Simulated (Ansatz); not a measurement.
# Ge (hcp type): the cost of one run

Method: DFT PBE, scalar-relativistic, in Ansatz 0.2.0.

## 1. The starting structure

Symmetry: P6_3/mmc, No. 194, hexagonal system. The conventional cell has a = 2.976 Å, b = 2.976 Å, c = 5.053 Å, α = 90.00°, β = 90.00°, γ = 120.00°. Around Ge (site symmetry -6m2) lie 12 Ge at 2.98 to 3.06 Å.

Coordinates:

```
CELL_PARAMETERS angstrom
2.97596 0.00000 0.00000
-1.48798 2.57726 0.00000
0.00000 0.00000 5.05350
ATOMIC_POSITIONS crystal
Ge 0.33333 0.66667 0.25000
Ge 0.66667 0.33333 0.75000
```

The cell was relaxed by PAW from a hypothetical start (hcp type); it needn't be the stable phase of this composition.

Atoms are numbered in the order of the input: Ge1, Ge2.

## 2. Volume × 0.9405, LAPW

input.yaml reads:

```yaml
crystal:
  lattice:
    - [2.9157300969, 0.0, 0.0]
    - [-1.4578650484, 2.5250963345, 0.0]
    - [0.0, 0.0, 4.9512115212]
  atoms:
    - { symbol: Ge, position: [0.3333333333, 0.6666666667, 0.25] }
    - { symbol: Ge, position: [0.6666666667, 0.3333333333, 0.75] }
kpoints:
  mp_grid: { grid: [15, 15, 8] }
scf:
  occupations: { method: fermi_dirac, width: 0.05 }
hamiltonian:
  xc: pbe
  pseudopotentials: { kind: all_electron, lapw: { basis_error: 0.0005 } }
output:
  forces: true
  stress: true
  eigenvalues: true
```

Run with:

```bash
> ansatz run input.yaml --threads 1 --pin off --max-ram 2048MiB --backend cpu --events-out ev --progress --plain --runs-dir out
```

**Question.** How long does this run take on 1 thread of Arm Neoverse N1, shared host, and how much memory does it need?

About 41 s, with a peak of 0.45 GiB.
